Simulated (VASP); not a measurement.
Here is a VASP 6.6.1 calculation.

Contents of INCAR:

```
PREC = Accurate
ENCUT = 520
EDIFF = 1E-7
ISMEAR = 0
SIGMA = 0.1
LREAL = F
LASPH = T
NELM = 120
ALGO = Normal
ISIF = 3
LWAVE = F
LCHARG = F
ISPIN = 2
MAGMOM = 3 0
LORBIT = 11
LMAXMIX = 4
GGA = PE
IBRION = 2
NSW = 60
EDIFFG = -0.005
POTIM = 0.3
```

Contents of KPOINTS:

```
regular mesh
0
Gamma
  11 11 11
```

File POSCAR:

```
FeO                                     
1.0
    0.0000000000      2.1548989479      2.1548989479
    2.1548989479     -0.0000000000      2.1548989479
    2.1548989479      2.1548989479      0.0000000000
  Fe              O             
     1     1
Direct
     0.0000000000000000    0.0000000000000000    0.0000000000000000
     0.5000000000000000    0.5000000000000000    0.5000000000000000
```

Potentials or basis: VASP PAW PBE potentials, release 64 (Fe, O).

Command:

```console
$ cat potpaw_PBE.64/Fe/POTCAR potpaw_PBE.64/O/POTCAR > POTCAR
$ mpirun -np 1 vasp_std > vasp.out
```

Q: What does it give for the band gap on the k mesh?

A: None (metal or under the smearing width).

Q: Estimate the net moment.

A: 4.00 μB per cell.

Q: What does it give for the site moments?

A: Fe +3.62; O +0.30 μB.

Final structure:
```yaml
crystal:
  lattice:
    - [0.00000, 2.15490, 2.15490]
    - [2.15490, 0.00000, 2.15490]
    - [2.15490, 2.15490, 0.00000]
  atoms:
    - { symbol: Fe, position: [0.00000, 0.00000, 0.00000] }
    - { symbol: O, position: [0.50000, 0.50000, 0.50000] }
```

Caveat: the relaxation stopped at its first step, so nothing moved; a cell with one magnetic atom can't hold antiferromagnetic order, which such compounds often take; semilocal functionals often make such compounds metallic where correlation or magnetic order opens a gap, which also shifts bond lengths. With open d or f shells a metallic result of PBE can be an artefact of self-interaction; +U or a hybrid may open a gap.
